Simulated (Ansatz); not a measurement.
# Ru: the crystal squeezed far

How does Ru (sc type) answer strong compression? Methods of the runs shown: PAW. Its runs: cell relaxed at zero pressure (PAW); volume scaled by 1 (PAW); volume scaled by 0.9 (PAW and PAW (partial_waves polarizable)); volume scaled by 0.8 (PAW); volume scaled by 0.7 (PAW); volume scaled by 0.6 (PAW); volume scaled by 0.5 (PAW); volume scaled by 0.4 (PAW and PAW (cutoff 600 eV)).

Computed with Ansatz 0.2.0 (DFT, PBE, PAW with Ansatz's default frozen-core files, scalar-relativistic, unless a step's input says otherwise).

## Step 1: The system as given

The structure is cubic, space group Pm-3m (No. 221). The conventional cell has a = 2.459 Å, b = 2.459 Å, c = 2.459 Å, α = 90.00°, β = 90.00°, γ = 90.00°. Around Ru (site symmetry m-3m) lie 6 Ru at 2.46 Å.

Coordinates:

```
Ru
1.0
     2.45904    0.00000    0.00000
     0.00000    2.45904    0.00000
     0.00000    0.00000    2.45904
Ru
1
Cartesian
  0.0000 0.0000 0.0000
```

Whether this phase is the stable one at these pressures isn't tested.

## Step 2: Cell relaxed at zero pressure, PAW

input.yaml

```yaml
crystal:
  lattice:
    - [2.4590359101, 0.0, 0.0]
    - [0.0, 2.4590359101, 0.0]
    - [0.0, 0.0, 2.4590359101]
  atoms:
    - { symbol: Ru, position: [0.0, 0.0, 0.0] }
kpoints:
  mp_grid: { grid: [15, 15, 15] }
scf:
  occupations: { method: fermi_dirac, width: 0.1 }
hamiltonian:
  xc: pbe
  pseudopotentials: { kind: paw }
output:
  forces: true
  stress: true
  write_density: true
  write_potential: true
  elf: true
  volumetric_format: npy
relax:
  f_tol: 0.005
  max_steps: 40
  cell: {}
```

On the command line:

```bash
> ansatz run input.yaml --threads 1 --pin off --max-ram 2048MiB --backend cpu --events-out ev --progress --plain --runs-dir out
```

The runs that follow: Volume scaled by 1, PAW; Volume scaled by 0.9, PAW; Volume scaled by 0.9, PAW (partial_waves polarizable); Volume scaled by 0.8, PAW; Volume scaled by 0.7, PAW; Volume scaled by 0.6, PAW; Volume scaled by 0.5, PAW; Volume scaled by 0.4, PAW; Volume scaled by 0.4, PAW (cutoff 600 eV).

**Question.** What will these runs give? Wanted: PAW pressure at 0.4 of the volume; fitted bulk modulus at zero pressure.

The runs gave:

| quantity | value |
| --- | --- |
| PAW pressure at 0.4 of the volume | 1591.1 GPa |
| PAW (cutoff 600 eV) pressure at 0.4 of the volume | 1590.1 GPa |
| fitted bulk modulus at zero pressure (PAW) | 232 GPa |
| its pressure derivative | 4.31 |

In words: By PAW the pressure climbs to 1591 GPa at 0.4 of the first volume. A third-order Birch-Murnaghan curve fits the range only roughly (B₀ = 232 GPa, B′ = 4.31, misfit at most 9.29 GPa). A fit over so wide a range leans to the high pressures, so B₀ can be off by several per cent. No all-electron run checks these rows here, and frozen cores can fail under such compression. The ions are at rest, and the electrons smeared by 0.1 eV.
